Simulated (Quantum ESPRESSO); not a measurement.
# How cutoff, mesh and threshold together moves the magnetism of MnS (Browneite), part 2 of 2

Aim: see how far moments and order energies of MnS (Browneite) move with cutoff, mesh and threshold together, and what each rung costs.

Quantum ESPRESSO 7.5; PBE; plane waves with GBRV 1.5 PBE potentials, no spin-orbit coupling (settings of the first rung).

So far, absolute magnetization (μB): 4.87 in steps 2, 4 and 6.

### 8. Rung 4, start ferro +

File pw.in:

```
&CONTROL
  calculation = 'scf'
  prefix = 'pwscf'
  outdir = './tmp'
  pseudo_dir = './pseudo'
  disk_io = 'nowf'
/
&SYSTEM
  ibrav = 0
  nat = 2
  ntyp = 2
  ecutwfc = 52
  ecutrho = 364
  nbnd = 19
  occupations = 'smearing'
  smearing = 'fd'
  degauss = 0.00734986
  nspin = 2
  starting_magnetization(1) = 0.3
  starting_magnetization(2) = 0
/
&ELECTRONS
  conv_thr = 2d-10
  electron_maxstep = 150
  mixing_beta = 0.3
/
ATOMIC_SPECIES
Mn     54.9380 mn_pbe_v1.5.uspp.F.UPF
S      32.0600 s_pbe_v1.4.uspp.F.UPF
CELL_PARAMETERS angstrom
   0.0000000000    2.8000000000    2.8000000000
   2.8000000000    0.0000000000    2.8000000000
   2.8000000000    2.8000000000    0.0000000000
ATOMIC_POSITIONS crystal
Mn      0.0000000000    0.0000000000    0.0000000000
S       0.2500000000    0.2500000000    0.2500000000
K_POINTS automatic
8 8 8 0 0 0
```

Run with:

```sh
> OMP_NUM_THREADS=1 mpirun -n 2 pw.x -nk 2 -in pw.in > pw.out
```

Output:

```text
     [... lines left out ...]
Program PWSCF v.7.5 starts
     [... lines left out ...]
     number of atoms/cell      =            2
     [... lines left out ...]
     number of electrons       =        21.00
     number of Kohn-Sham states=           19
     kinetic-energy cutoff     =      52.0000  Ry
     charge density cutoff     =     364.0000  Ry
     scf convergence threshold =      2.0E-10
     [... lines left out ...]
     24 Sym. Ops. (no inversion) found
     [... lines left out ...]
     number of k points=    29  Fermi-Dirac smearing, width (Ry)=  0.0073
     [... lines left out ...]
     iteration # 12     ecut=    52.00 Ry     beta= 0.30
     [... lines left out ...]
     Magnetic moment per site  (integrated on atomic sphere of radius R)
     atom   1 (R=0.253)  charge= 12.9420  magn=  4.1434
     atom   2 (R=0.253)  charge=  4.2147  magn=  0.1148
     [... lines left out ...]
     the Fermi energy is     7.4137 ev
!    total energy              =    -235.38117000 Ry
     estimated scf accuracy    <          1.5E-10 Ry
     smearing contrib. (-TS)   =      -0.00173527 Ry
     [... lines left out ...]
     total magnetization       =     4.88 Bohr mag/cell
     absolute magnetization    =     4.88 Bohr mag/cell
     convergence has been achieved in  12 iterations
```

Elapsed: 35 s, on 2 MPI ranks of Intel Xeon Platinum 8488C (Sapphire Rapids), shared host; peak memory 0.28 GiB; 70 s of CPU time.

Numbers from this step:

```
magnetization  : 4.882 μB
final state    : ferromagnetic
largest moment : 4.143 μB
```

### 9. Rung 4, start antiferro q=(0,1/2,1/2) +-

File pw.in:

```
&CONTROL
  calculation = 'scf'
  prefix = 'pwscf'
  outdir = './tmp'
  pseudo_dir = './pseudo'
  disk_io = 'nowf'
/
&SYSTEM
  ibrav = 0
  nat = 4
  ntyp = 3
  ecutwfc = 52
  ecutrho = 364
  nbnd = 30
  occupations = 'smearing'
  smearing = 'fd'
  degauss = 0.00734986
  nspin = 2
  starting_magnetization(1) = 0.3
  starting_magnetization(2) = -0.3
  starting_magnetization(3) = 0
/
&ELECTRONS
  conv_thr = 4d-10
  electron_maxstep = 150
  mixing_beta = 0.3
/
ATOMIC_SPECIES
Mn1    54.9380 mn_pbe_v1.5.uspp.F.UPF
Mn2    54.9380 mn_pbe_v1.5.uspp.F.UPF
S      32.0600 s_pbe_v1.4.uspp.F.UPF
CELL_PARAMETERS angstrom
   0.0000000000    2.8000000000    2.8000000000
   5.6000000000    0.0000000000    5.6000000000
   5.6000000000    2.8000000000    2.8000000000
ATOMIC_POSITIONS crystal
Mn1     0.0000000000    0.0000000000    0.0000000000
Mn2     0.0000000000    0.5000000000    0.0000000000
S       0.2500000000    0.0000000000    0.2500000000
S       0.2500000000    0.5000000000    0.2500000000
K_POINTS automatic
8 4 8 0 0 0
```

Output:

```text
     [... lines left out ...]
Program PWSCF v.7.5 starts
     [... lines left out ...]
     number of atoms/cell      =            4
     [... lines left out ...]
     number of electrons       =        42.00
     number of Kohn-Sham states=           30
     kinetic-energy cutoff     =      52.0000  Ry
     charge density cutoff     =     364.0000  Ry
     scf convergence threshold =      4.0E-10
     [... lines left out ...]
      8 Sym. Ops. (no inversion) found
     [... lines left out ...]
     number of k points=    39  Fermi-Dirac smearing, width (Ry)=  0.0073
     [... lines left out ...]
     iteration # 14     ecut=    52.00 Ry     beta= 0.30
     [... lines left out ...]
     Magnetic moment per site  (integrated on atomic sphere of radius R)
     atom   1 (R=0.253)  charge= 12.9528  magn=  3.9859
     atom   2 (R=0.253)  charge= 12.9528  magn= -3.9859
     atom   3 (R=0.253)  charge=  4.2003  magn= -0.0000
     atom   4 (R=0.253)  charge=  4.2003  magn=  0.0000
     [... lines left out ...]
     the Fermi energy is     7.2491 ev
!    total energy              =    -470.80347825 Ry
     estimated scf accuracy    <          3.7E-11 Ry
     smearing contrib. (-TS)   =      -0.00003345 Ry
     [... lines left out ...]
     total magnetization       =     0.00 Bohr mag/cell
     absolute magnetization    =     9.01 Bohr mag/cell
     convergence has been achieved in  14 iterations
```

Elapsed: 4.4 min, on 2 MPI ranks; peak memory 0.58 GiB; 8.8 min of CPU time.

Numbers from this step:

```
magnetization  : 0 μB
final state    : antiferromagnetic
largest moment : 3.986 μB
```

### 10. A faulty input

One input was spoiled on purpose, to see how the program answers.

File pw.in:

```
&CONTROL
  calculation = 'scf'
  prefix = 'pwscf'
  outdir = './tmp'
  pseudo_dir = './pseudo'
  disk_io = 'nowf'
/
&SYSTEM
  ibrav = 0
  nat = 2
  ntyp = 2
  ecutwfc = 40
  ecutrho = 280
  nbnd = 19
  occupations = 'smearing'
  smearing = 'fd'
  degauss = 0.00734986
  nspin = 2
  starting_magnetization(1) = 0.3
  starting_magnetization(2) = 0
&ELECTRONS
  conv_thr = 4d-09
  electron_maxstep = 60
  mixing_beta = 0.3
/
ATOMIC_SPECIES
Mn     54.9380 mn_pbe_v1.5.uspp.F.UPF
S      32.0600 s_pbe_v1.4.uspp.F.UPF
CELL_PARAMETERS angstrom
   0.0000000000    2.8000000000    2.8000000000
   2.8000000000    0.0000000000    2.8000000000
   2.8000000000    2.8000000000    0.0000000000
ATOMIC_POSITIONS crystal
Mn      0.0000000000    0.0000000000    0.0000000000
S       0.2500000000    0.2500000000    0.2500000000
K_POINTS automatic
8 8 8 0 0 0
```

Output:

```text
     [... lines left out ...]
Program PWSCF v.7.5 starts
     Error in routine  read_namelists (1):
      bad line in namelist &system: "&ELECTRONS" (error could be in the previous line)
 %%%%%%%%%%%%%%%%%%%%%%%%%%%%%%%%%%%%%%%%%%%%%%%%%%%%%%%%%%%%%%%%%%%%%%%%%%%%%%
     stopping ...
```

Wall time 0.79 s (2 MPI ranks); peak memory 0.05 GiB.

The program refused the input before any cycle.

The program's message: “read_namelists (1): bad line in namelist &system: "&ELECTRONS" (error could be in the previous line)”

The fault put into the input: a namelist without its slash.

### 11. Side by side

Ladder, by row:

```csv
rung,cutoff (eV),mesh,state from the first start,state from the second start,second less first (meV a seeded atom),"moment, first (μB)","moment, second (μB)",CPU time (s)
1,299,4x4x4,ferromagnetic,antiferromagnetic,-265.9,4.156,4.014,30.84
2,408,4x4x4,ferromagnetic,antiferromagnetic,-284,4.135,3.983,75.46
3,544,6x6x6,ferromagnetic,antiferromagnetic,-279.3,4.136,3.986,211
4,707,8x8x8,ferromagnetic,antiferromagnetic,-279.9,4.143,3.986,596.6
```

### 12. Summary of results

```yaml
range_of_the_largest_moment_first_start: 4.14 to 4.16 μB; second start 3.98 to 4.01 μB
range_of_cpu_time: 31 s to 9.9 min
range_of_the_energy_difference: -284 to -266 meV a seeded atom
first_rung_that_agrees_with_the_last_margins_below: 1
```

From rung 1 on the states are those of the last rung, the moments stay within 0.05 μB of it and the difference within 14 meV; rung 1 took 5.2 % of its CPU time. Energies are free energies at an electronic temperature of 1160 K, which lowers moments and differences where the moments are itinerant. No Hubbard term acts here. In such compounds local and semilocal functionals without one often delocalise the d electrons, and can shrink or lose moments and miss the size, sign and order of the couplings.

[Logs and program files are shortened in this print: banners, set-up blocks, solver, clock and traceback lines can be left out without a mark of their own.]

[Logs are printed without paths, hosts, clocks, repeated set-up lines and the standing remarks that a program may print on its own settings, such as how far it seeks lower states.]

[Hosts, paths, dates, database ids (printed as entryN), source tags and the programs' standing remarks are cut or masked in the printed files.]

[Where a cell is said to come from a database of computed structures, the database is the Materials Project.]
